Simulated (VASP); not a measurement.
Wanted: the native input for a VASP 6.6.1 run.

```
Task                   : work function
Functional             : r2SCAN
Potentials or basis    : VASP PAW PBE potentials, release 64 (B, P)
Cutoff                 : 520 eV
k mesh                 : 12 × 12 × 1
Occupations            : gaussian, width 0.03 eV
Spin                   : no spin polarisation
Dipole correction      : yes
Further INCAR settings : ALGO = Normal; EDIFF = 1e-06
```

The structure of BP lies in POSCAR:

```
BP                                      
1.0
    3.1954827040      0.0000000000      0.0000000000
   -1.5977413520      2.7673691969      0.0000000000
    0.0000000000      0.0000000000     16.0000000000
  B               P             
     1     1
Direct
     0.3333330000000032    0.6666669999999968    0.5000000000000000
     0.6666669999999968    0.3333330000000032    0.5000000000000000
```

The cell was built by a generator and needn't be a form met in nature.

One way to write it, as run:

INCAR

```
PREC = Accurate
ENCUT = 520
EDIFF = 1E-6
ISMEAR = 0
SIGMA = 0.03
LREAL = False
LASPH = True
NELM = 100
ALGO = Normal
ISIF = 2
LWAVE = False
LCHARG = True
LDIPOL = True
IDIPOL = 3
DIPOL = 0.5 0.5 0.500
METAGGA = R2SCAN
LMIXTAU = True
LVHAR = True
LVACPOTAV = True
KPAR = 4
```

KPOINTS

```
regular mesh
0
Gamma
  12 12 1
```

Potentials or basis: VASP PAW PBE potentials, release 64 (B, P).

The run is started by

```sh
$ cat potpaw_PBE.64/B/POTCAR potpaw_PBE.64/P/POTCAR > POTCAR
$ mpirun -np 4 vasp_std > vasp.out
```

Results of the run:

```yaml
Band_gap_on_the_k_mesh: 1.09 eV, direct
Ionisation_potential_of_the_upper_face: 5.25 eV
```

Wall time 66 s on 4 MPI ranks on Intel(R) Xeon(R) Platinum 8259CL CPU @ 2.50GHz (Skylake/Cascade Lake), on a shared host, peak memory 0.26 GiB a rank.
